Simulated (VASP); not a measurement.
# W (Im-3m) in VASP: elastic constants with LDA

Aim: the elastic constants of W with LDA.

Program: VASP 6.6.1. These are calculated values, not measurements. Logs are shortened: lines on timing, memory, paths and dates and some standing lists are left out, and cuts for length are marked.

## 1. The crystal as given

It takes space group Im-3m (No. 229, cubic). The conventional cell has a = 3.201 Å, b = 3.201 Å, c = 3.201 Å, α = 90.00°, β = 90.00°, γ = 90.00°. W (site symmetry m-3m) has 8 W at 2.77 Å as nearest neighbours.

## 2. Elastic constants, LDA

Contents of POSCAR:

```
W
1.0
   -1.6007500000      1.6007500000      1.6007500000
    1.6007500000     -1.6007500000      1.6007500000
    1.6007500000      1.6007500000     -1.6007500000
W
1
Direct
    0.0000000000      0.0000000000      0.0000000000
```

Contents of INCAR.step1:

```
PREC = Accurate ; ENCUT = 580
EDIFF = 1E-8 ; ISMEAR = 0
SIGMA = 0.1 ; LREAL = False
LASPH = True ; NELM = 80
ALGO = Fast ; ISIF = 3
LWAVE = False ; LCHARG = False
GGA = CA ; IBRION = 2
NSW = 40 ; EDIFFG = -0.002
```

Contents of INCAR.step2:

```
PREC = Accurate ; ENCUT = 580
EDIFF = 1E-8 ; ISMEAR = 0
SIGMA = 0.1 ; LREAL = False
LASPH = True ; NELM = 80
ALGO = Fast ; ISIF = 3
LWAVE = False ; LCHARG = False
GGA = CA ; IBRION = 6
NFREE = 2 ; POTIM = 0.015
NSW = 1
```

Contents of KPOINTS:

```
Automatic mesh
0
Gamma
  18 18 18
```

Potentials or basis: VASP PAW LDA potentials, release 64 (W).

On the command line:

```bash
$ cat potpaw_LDA.64/W/POTCAR > POTCAR
$ cp INCAR.step1 INCAR
$ mpirun -np 1 vasp_std > vasp.out
$ cp CONTCAR POSCAR
$ cp INCAR.step2 INCAR
$ mpirun -np 1 vasp_std > vasp.out
```

OUTCAR:

```text
PREC = Accurate
   ENCUT = 580
   EDIFF = 1E-8
   ISMEAR = 0
   LREAL = False
   LASPH = True
   NELM = 80
   ISIF = 3
   GGA = CA
   IBRION = 6
   NFREE = 2
   POTIM = 0.015
   NSW = 1

 ion  position               nearest neighbor table
   1  0.000  0.000  0.000-

  LATTYP: Found a body centered cubic cell.
 ALAT       =     3.1295602112

  Lattice vectors:

 A1 = (  -1.5647801056,   1.5647801056,   1.5647801056)
 A2 = (   1.5647801056,  -1.5647801056,   1.5647801056)
 A3 = (   1.5647801056,   1.5647801056,  -1.5647801056)

Analysis of symmetry for initial positions (statically):
=====================================================================
 Subroutine PRICEL returns:
 Original cell was already a primitive cell.

 Routine SETGRP: Setting up the symmetry group for a
 body centered cubic supercell.

 Subroutine GETGRP returns: Found 48 space group operations
 (whereof 48 operations were pure point group operations)
 out of a pool of 48 trial point group operations.

The static configuration has the point symmetry O_h .

Analysis of symmetry for dynamics (positions and initial velocities):
=====================================================================
 Subroutine PRICEL returns:
 Original cell was already a primitive cell.

 Routine SETGRP: Setting up the symmetry group for a
 body centered cubic supercell.

 Subroutine GETGRP returns: Found 48 space group operations
 (whereof 48 operations were pure point group operations)
 out of a pool of 48 trial point group operations.

The dynamic configuration has the point symmetry O_h .

 Subroutine INISYM returns: Found 48 space group operations
 (whereof 48 operations are pure point group operations),
 and found     1 'primitive' translations

----------------------------------------------------------------------------------------

                                     Primitive cell

  volume of cell :      15.3257

  direct lattice vectors                    reciprocal lattice vectors
    -1.564780106  1.564780106  1.564780106     0.000000000  0.319533715  0.319533715
     1.564780106 -1.564780106  1.564780106     0.319533715  0.000000000  0.319533715
     1.564780106  1.564780106 -1.564780106     0.319533715  0.319533715  0.000000000

  length of vectors
     2.710278646  2.710278646  2.710278646     0.451888913  0.451888913  0.451888913

  position of ions in fractional coordinates (direct lattice)
     0.000000000  0.000000000  0.000000000

  ion indices of the primitive-cell ions
   primitive index   ion index
                 1           1

----------------------------------------------------------------------------------------

 KPOINTS: Automatic mesh

Automatic generation of k-mesh.
 Grid dimensions read from file:
 generate k-points for:   18   18   18

 Generating k-lattice:

  Cartesian coordinates                     Fractional coordinates (reciprocal lattice)
     0.000000000  0.017751873  0.017751873     0.055555556  0.000000000  0.000000000
     0.017751873  0.000000000  0.017751873     0.000000000  0.055555556  0.000000000
     0.017751873  0.017751873  0.000000000     0.000000000  0.000000000  0.055555556

  Length of vectors
     0.025104940  0.025104940  0.025104940

  Shift w.r.t. Gamma in fractional coordinates (k-lattice)
[... 89 lines left out ...]
 maximum number of plane-waves:       498
 NGX is ok and might be reduce to    24
   NGX = 11   NGY = 11   NGZ = 11

--------------------------------------- Ionic step        1  -------------------------------------------

 number of electron       6.0000000 magnetization

 Free energy of the ion-electron system (eV)
  ---------------------------------------------------
  ext. energy  EPLUGINS =         0.00000000
  ---------------------------------------------------
  free energy    TOTEN  =       -14.20358764 eV

  energy without entropy =      -14.19992430  energy(sigma->0) =      -14.20175597

------------------------ aborting loop because EDIFF is reached ----------------------------------------

  FORCE on cell =-STRESS in cart. coord.  units (eV):
  Direction    XX          YY          ZZ          XY          YZ          ZX
  --------------------------------------------------------------------------------------
  -------------------------------------------------------------------------------------
  Total       -0.0026679     -0.0026679     -0.0026679      0.0000000      0.0000000      0.0000000
  in kB       -0.2789086     -0.2789086     -0.2789086      0.0000000      0.0000000      0.0000000
  external PRESSURE =      -0.2789086 kB  Pullay stress =       0.0000000 kB
[... 86 lines left out ...]
  FREE ENERGIE OF THE ION-ELECTRON SYSTEM (eV)
  ---------------------------------------------------
  free  energy   TOTEN  =       -14.1975745174 eV

  energy  without entropy=      -14.1941244277  energy(sigma->0) =      -14.19584947

[... ionic steps 4 to 12 ...]

--------------------------------------- Ionic step       13  -------------------------------------------

 number of electron       6.0000000 magnetization

------------------------ aborting loop because EDIFF is reached ----------------------------------------
[... 65 lines left out ...]
--------------------------------------- Ionic step       15  -------------------------------------------

 number of electron       6.0000000 magnetization

 Free energy of the ion-electron system (eV)
  ---------------------------------------------------
  ext. energy  EPLUGINS =         0.00000000
  ---------------------------------------------------
  free energy    TOTEN  =       -14.20358781 eV

  energy without entropy =      -14.19992437  energy(sigma->0) =      -14.20175609

 E-fermi :   8.1872     XC(G=0): -13.4174

 val. band max:        8.1863783038   @ k =  -0.2778   0.3333   0.2222
 cond. band min:       8.2011933884   @ k =   0.1667   0.0000   0.0000
 fundamental gap:      0.0148150846
 Fermi energy:         8.1871892618

 k-point     1 :       0.0000    0.0000    0.0000
  band No.  band energies     occupation
      1      -1.5292      2.00000
      2       6.8598      2.00000
      3       6.8598      2.00000
      4       6.8598      2.00000
      5      10.4435      0.00000
      6      10.4435      0.00000
      7      23.5758      0.00000
[... 221 lines left out ...]
 k-point    24 :       0.3889    0.1111    0.0000
  band No.  band energies     occupation
      1       2.1828      2.00000
      2       4.6054      2.00000
      3       7.7364      2.00000
      4      10.2492      0.00000
      5      11.6395      0.00000
      6      14.9226      0.00000
      7      19.6632      0.00000

 [... further k-points ...]
[... 5 lines left out ...]
  --------------------------------------------------------------------------------------
  -------------------------------------------------------------------------------------
  Total       -0.0025578     -0.0025578     -0.0025578     -0.0000000     -0.0000000     -0.0000000
  in kB       -0.2674011     -0.2674011     -0.2674011     -0.0000000     -0.0000000     -0.0000000
  external PRESSURE =      -0.2674011 kB  Pullay stress =       0.0000000 kB
[... 16 lines left out ...]
  FREE ENERGIE OF THE ION-ELECTRON SYSTEM (eV)
  ---------------------------------------------------
  free  energy   TOTEN  =       -14.2035878087 eV

  energy  without entropy=      -14.1999243662  energy(sigma->0) =      -14.20175609

 INTERNAL STRAIN TENSORS FROM STRAINED CELLS
 ============================================

 INTERNAL STRAIN TENSOR FOR ION    1 for displacements in x,y,z  (eV/Angst):
          X           Y           Z          XY          YZ          ZX
  --------------------------------------------------------------------------------
  x    -0.00000     0.00000    -0.00000     0.00000    -0.00000    -0.00000
  y     0.00000    -0.00000    -0.00000    -0.00000     0.00000     0.00000
  z     0.00000    -0.00000     0.00000    -0.00000    -0.00000     0.00000

 INTERNAL STRAIN TENSORS FROM DISPLACED ATOMS
 ============================================

 INTERNAL STRAIN TENSOR FOR ION    1 for displacements in x,y,z  (eV/Angst):
          X           Y           Z          XY          YZ          ZX
  --------------------------------------------------------------------------------
  x     0.00000     0.00000     0.00000     0.00000     0.00000     0.00000
  y     0.00000     0.00000     0.00000     0.00000     0.00000     0.00000
  z     0.00000     0.00000     0.00000     0.00000     0.00000     0.00000

 Eigenvectors and eigenvalues of the dynamical matrix
 ----------------------------------------------------

   1 f/i=    0.000000 THz     0.000000 2PiTHz    0.000000 cm-1     0.000000 meV
             X         Y         Z           dx          dy          dz
      0.000000  0.000000  0.000000     0.928477   -0.371391    0.000000

   2 f/i=    0.000000 THz     0.000000 2PiTHz    0.000000 cm-1     0.000000 meV
             X         Y         Z           dx          dy          dz
      0.000000  0.000000  0.000000    -0.371391   -0.928477    0.000000

   3 f/i=    0.000000 THz     0.000000 2PiTHz    0.000000 cm-1     0.000000 meV
             X         Y         Z           dx          dy          dz
      0.000000  0.000000  0.000000     0.000000    0.000000    1.000000

--------------------------------------------------------------------------------------------------------

 ELASTIC MODULI CONTR FROM IONIC RELAXATION (kBar)
 Direction    XX          YY          ZZ          XY          YZ          ZX
 --------------------------------------------------------------------------------
 XX           0.0000      0.0000      0.0000      0.0000      0.0000      0.0000
 YY           0.0000      0.0000      0.0000      0.0000      0.0000      0.0000
 ZZ           0.0000      0.0000      0.0000      0.0000      0.0000      0.0000
 XY           0.0000      0.0000      0.0000      0.0000      0.0000      0.0000
 YZ           0.0000      0.0000      0.0000      0.0000      0.0000      0.0000
 ZX           0.0000      0.0000      0.0000      0.0000      0.0000      0.0000
 --------------------------------------------------------------------------------

 TOTAL ELASTIC MODULI (kBar)
 Direction    XX          YY          ZZ          XY          YZ          ZX
 --------------------------------------------------------------------------------
 XX        5497.0946   2421.1361   2421.1361      0.0000     -0.0000     -0.0000
 YY        2421.1361   5497.0946   2421.1361     -0.0000      0.0000      0.0000
 ZZ        2421.1361   2421.1361   5497.0946      0.0000      0.0000      0.0000
 XY           0.0000     -0.0000      0.0000   1324.6637      0.0000      0.0000
 YZ          -0.0000      0.0000      0.0000      0.0000   1324.6637      0.0000
 ZX          -0.0000      0.0000      0.0000      0.0000      0.0000   1324.6637
 --------------------------------------------------------------------------------
```

Run time: 7.8 min. Hardware: 1 thread of Intel Xeon Platinum 8488C (Sapphire Rapids), shared host; peak memory 0.51 GiB.

What came out:

```
Relaxed volume                         : 15.33 Å³/atom
Relaxed cell                           : a = 2.710 Å, b = 2.710 Å, c = 2.710 Å, α = 109.47°, β = 109.47°, γ = 109.47°
Space group after relaxing (to 0.05 Å) : Im-3m (No. 229)
Elastic constants C11, C12, C44        : 550, 242, 132 GPa
Voigt bulk modulus                     : 345 GPa
```

Step by step:
| step | energy change (eV) | largest force (eV/Å) | pressure (GPa) | volume (Å³) |
| --- | --- | --- | --- | --- |
| 1 | 0.0000 | 0.0000 | -20.45 | 16.41 |
| 2 | 1.1534 | 0.0000 | 142.47 | 11.92 |
| 3 | -0.0723 | 0.0000 | -2.50 | 15.44 |
| 4 | -0.0731 | 0.0000 | -0.63 | 15.35 |
| 5 | -0.0732 | 0.0000 | 0.00 | 15.33 |

Final structure:
```xyz
1
Lattice="-1.5648 1.5648 1.5648 1.5648 -1.5648 1.5648 1.5648 1.5648 -1.5648" Properties=species:S:1:pos:R:3 pbc="T T T"
W     0.0000    0.0000    0.0000
```

Elastic tensor in Voigt notation (GPa, in the Cartesian axes of the cell as first typed):
```
550 242 242   0   0   0
242 550 242   0   0   0
242 242 550   0   0   0
  0   0   0 132   0   0
  0   0   0   0 132   0
  0   0   0   0   0 132
```

Clamped-ion elastic tensor (GPa):
```
550 242 242   0   0   0
242 550 242   0   0   0
242 242 550   0   0   0
  0   0   0 132   0   0
  0   0   0   0 132   0
  0   0   0   0   0 132
```

Spin-orbit coupling is left out, which matters for the levels of W.
